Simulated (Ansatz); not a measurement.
# GaP (F-43m) in Ansatz: further runs

Runs on GaP. Level: PBE. Tasks: single point.

Everything below comes from runs of Ansatz 0.2.0. Logs are shortened: lines on timing, memory, paths and dates and some standing lists are left out, and cuts for length are marked.

**Measured values to compare with.**

From “Stacking defects in GaP nanowires: Electronic structure and optical properties”, 2018, arxiv:1810.01194, for a bulk crystal of GaP at 10 K: band gap 2.34 eV (indirect).

The runs below are set against these values where they give the same quantity.

**1. The structure**

Symmetry: F-43m, No. 216, cubic system. Conventional cell: a = 5.451 Å, b = 5.451 Å, c = 5.451 Å, α = 90.00°, β = 90.00°, γ = 90.00°. Ga (site symmetry -43m) has 4 P at 2.36 Å as nearest neighbours. P (site symmetry -43m) has 4 Ga at 2.36 Å as nearest neighbours.

**2. Single point, PBE**

File input.yaml:

```yaml
crystal:
  lattice:
    - [0.0, 2.72525, 2.72525]
    - [2.72525, 0.0, 2.72525]
    - [2.72525, 2.72525, 0.0]
  atoms:
    - { symbol: Ga, position: [0.0, 0.0, 0.0] }
    - { symbol: P, position: [0.75, 0.75, 0.75] }
hamiltonian:
  xc: pbe
  pseudopotentials: { kind: paw }
kpoints:
  mp_grid: { grid: [8, 8, 8] }
scf:
  occupations: { method: fermi_dirac, width: 0.05 }
basis:
  ecutwfc: "350 eV"
output:
  forces: true
  stress: true
  eigenvalues: true
```

Potentials or basis: Ansatz PAW.

Command:

```sh
$ ansatz run input.yaml --threads 2 --pin off --max-ram 5120MiB --backend cpu --events-out ev --progress --plain --runs-dir out
```

Log:

```text
Warning: basis.ecutwfc = 350 eV is below the records' recommended 420 eV, and the density's cutoff is lower with it unless basis.ecutrho_ratio is high enough to keep the records' density cutoff: compare with a run at a higher cutoff
Warning: RAYON_NUM_THREADS=2 ignored (pool sized by the plan → 2); use --threads N
Engine: ansatz 0.2.0, aarch64-unknown-linux-gnu
Pseudopotentials: kind: paw
Pseudopotential: Ga, paw, valence charge 13, recommended cutoff 420 eV (normal), Ga.paw.azcp
Pseudopotential: P, paw, valence charge 5, recommended cutoff 420 eV (normal), P.paw.azcp
Functional definition: PBE
  parameter kappa = 0.804
  parameter beta = 0.06672455060314922
  exchange = pbe_x(kappa = kappa, mu = beta*pi^2/3)
  correlation = pbe_c(beta = beta)
Crystal: 2 atoms, lattice volume = 40.481 Å³
Basis set: ecut = 350 eV, 609 PW (Γ), exchange–correlation on 48×48×48 points (8 copies of the dense FFT grid, shifted against one another)
Bands: 13, of which v1, the nominal top of the filled ones, is band 9 counted from 1 (8 counted from 0)
Symmetry: 24 space group operations
Space group: F-43m (ITA 216), of the structure as read, at distance tolerance 3.4e-5 Å
k-points: 29 of 512 (time reversal used)
Non-local potential: Ga, projectors of the file, l = 0: 2, l = 1: 2, l = 2: 3, l = 3: 1
Non-local potential: P, projectors of the file, l = 0: 2, l = 1: 2, l = 2: 2
PAW form: soft (Blöchl's): semilocal exchange-correlation on the pseudo side does not see the compensation charge
PAW one-centre angular grid: Ga, 590 points (default); XC on 64 Gauss nodes
PAW one-centre angular grid: P, 110 points (default); XC on 64 Gauss nodes
Initial density: superposition of atomic densities (neutral atoms: chi_scale 0, normalization atom), corrected by the library's trained network
Initial wavefunctions: pseudopotential atomic-orbital guess
Functional: x = pbe(κ = 0.804, μ = 0.2195149727645171), c = pbe(β = 0.06672455060314922)
SCF iter   1: F=—  HF=-4539.535046 eV  |F-HF|=—  |Δ(HF+E_count)|=         —  Δρ=1.65e-3  dr2=1.34e-3  ethr=1.77e-3  ⟨swp⟩=6.1  Hψ=2428  notcnv=0
preconditioner: auto → none  [insulator: Δε(μ)=1.631 eV  Ē_g=15.515 eV  σ=0.050 eV  W_gap=1.00  n_scr=14 (ndim 8)  ℏωp=24.8 eV  f_vac=0.012  D(μ)=0.00/eV (n_scr^D=0)  ε∞_Penn≈3.5]
SCF iter   2: F=—  HF=-4539.534200 eV  |F-HF|=—  |Δ(HF+E_count)|=   8.46e-4  Δρ=1.04e-3  dr2=3.12e-4  ethr=7.43e-6  ⟨swp⟩=2.2  Hψ=937  notcnv=0
SCF iter   3: F=—  HF=-4539.534095 eV  |F-HF|=—  |Δ(HF+E_count)|=   1.05e-4  Δρ=3.06e-4  dr2=3.17e-5  ethr=1.73e-6  ⟨swp⟩=2.0  Hψ=633  notcnv=0
SCF iter   4: F=—  HF=-4539.534137 eV  |F-HF|=—  |Δ(HF+E_count)|=   4.27e-5  Δρ=1.23e-4  dr2=4.34e-6  ethr=1.76e-7  ⟨swp⟩=2.0  Hψ=488  notcnv=0
SCF iter   5: F=—  HF=-4539.534146 eV  |F-HF|=—  |Δ(HF+E_count)|=   8.26e-6  Δρ=2.52e-5  dr2=2.72e-7  ethr=2.41e-8  ⟨swp⟩=2.0  Hψ=638  notcnv=0
SCF iter   6: F=-4539.534146 eV  HF=-4539.534146 eV  |F-HF|=5.87e-9  |Δ(HF+E_count)|=   3.30e-7  Δρ=7.95e-6  dr2=1.39e-8  ethr=5.56e-10  ⟨swp⟩=7.0  Hψ=2021  notcnv=0
SCF 1 converged in 6 iterations: F = -4539.534146 eV  dr2 = 1.39e-8
SCF converged after 6 iterations
Free energy (F): -4539.534146 eV
Harris-Foulkes:  -4539.534146 eV  (|F-HF|=5.87e-9)
Internal energy: -4539.534146 eV  (E = F + TS)
E sigma→0 (E₀):  -4539.534146 eV
Fermi energy:    7.877327 eV
--- Per-component energies (eV) ---
  E_band       = -58.323319
  E_kinetic    = 186.268732
  E_local      = -2200.569845  (includes V_loc(G=0)·N_el)
  E_nonlocal   = 459.092168
  E_hartree    = 1017.673852
  E_xc         = -130.775930
  E_vxc        = -119.025508  (∫ρ·V_xc dr)
  E_paw        = -2558.579319  (= ΣΔE_a)
  E_vpaw       = -419.432351  (= ΣTr[D̂ρ^β])
  E_aug_tail   = 0.001140  (compensation charges beyond the density's cutoff)
  E_ewald      = -1312.644944
  E_smearing   = -0.000000  (= −TS)
  E_closure    = -0.000000  (closes the sum)
  Σ components = -4539.534146   (vs F -4539.534146, Δ=0.00e0)
--- Forces (eV/Å), atoms counted from 1 ---
  atom   1  Ga    -0.00000000     0.00000000    -0.00000000
  atom   2  P      0.00000000    -0.00000000     0.00000000
  max |Σ_I F_I| component: 7.40e-17 eV/Å
--- Stress (GPa, compression-positive) ---
        2.533536      -0.000000      -0.000000
        0.000000       2.533536       0.000000
       -0.000000       0.000000       2.533536
  P = ⅓ Tr σ = 2.5335 GPa (25.335 kbar)
--- Band table (eV; the first three rows and the last of 29) ---
  k-point 0: bands = ["-7.4564", "-7.4564", "-7.4564", "-7.3569", "-7.3569", "-5.4061", "7.0864", "7.0864", "7.0864", "8.9157", "10.9722", "10.9722", "10.9722"]
  k-point 1: bands = ["-7.4701", "-7.4515", "-7.4515", "-7.3567", "-7.3567", "-5.2035", "5.4596", "6.8573", "6.8573", "9.5398", "11.3217", "11.3217", "11.5554"]
  k-point 2: bands = ["-7.5005", "-7.4414", "-7.4414", "-7.3555", "-7.3555", "-4.6300", "3.2123", "6.4243", "6.4243", "9.2449", "11.8275", "11.8275", "13.4344"]
  k-point 28: bands = ["-7.5552", "-7.4175", "-7.3965", "-7.3719", "-7.3479", "-2.3470", "0.5380", "3.5115", "3.6660", "11.7890", "11.9493", "13.1915", "13.2329"]
```

Run time: 0.78 s. Hardware: 2 threads of Arm Neoverse V1, shared host; peak memory 0.34 GiB.

Results:

```
Free energy            : -4539.5341 eV
Pressure               : 2.5 GPa
Band gap on the k mesh : 1.64 eV, indirect (least direct gap 1.83 eV)
```

Caveat: the pressure holds a Pulay correction of +0.6 GPa for the finite cutoff; the cutoff lies under the one recommended for these potentials.

**3. Single point, PBE**

Changes to input.yaml since step 2:

```diff
@@ -12,7 +12,5 @@
 kpoints:
-  mp_grid: { grid: [8, 8, 8] }
+  mp_grid: { grid: [15, 15, 15] }
 scf:
   occupations: { method: fermi_dirac, width: 0.05 }
-basis:
-  ecutwfc: "350 eV"
 output:
```

Potentials or basis: Ansatz PAW.

Command:

```sh
$ ansatz run input.yaml --threads 2 --pin off --max-ram 5120MiB --backend cpu --events-out ev --progress --plain --runs-dir out
```

Wall time 3.5 s (2 threads of Arm Neoverse V1, shared host); peak memory 0.42 GiB.

It converged, with:

* Free energy: -4539.5503 eV
* Pressure: 2.5 GPa
* Band gap on the k mesh: 1.61 eV, indirect (least direct gap 1.83 eV)

Levels at points of the mesh, in eV from the valence-band top:
```csv
k point,band 5,band 6,band 7,band 8,band 9,band 10,band 11,band 12,band 13
"(0.00, 0.00, 0.00)",-14.43,-12.49,0.00,0.00,0.00,1.83,3.89,3.89,3.89
```

Caveat: odd divisions of the mesh miss points on the zone boundary, where band edges often lie, so the gap on the mesh can be too wide.

**4. Comparison with measurements**

Step 2. Measured gap of GaP: 2.34 eV (indirect; 10 K; quoted in “Stacking defects in GaP nanowires: Electronic structure and optical properties”, 2018, arxiv:1810.01194). This calculation gives 1.64 eV (-0.70 eV). Spin-orbit coupling on Ga is left out. The value is that of PBE on a finite k mesh, which can miss the band edges, without temperature or zero-point motion. Semilocal functionals fall short of measured gaps as a rule.

Step 3. The gap isn't set beside the deposited one, since this odd mesh misses points on the zone boundary.
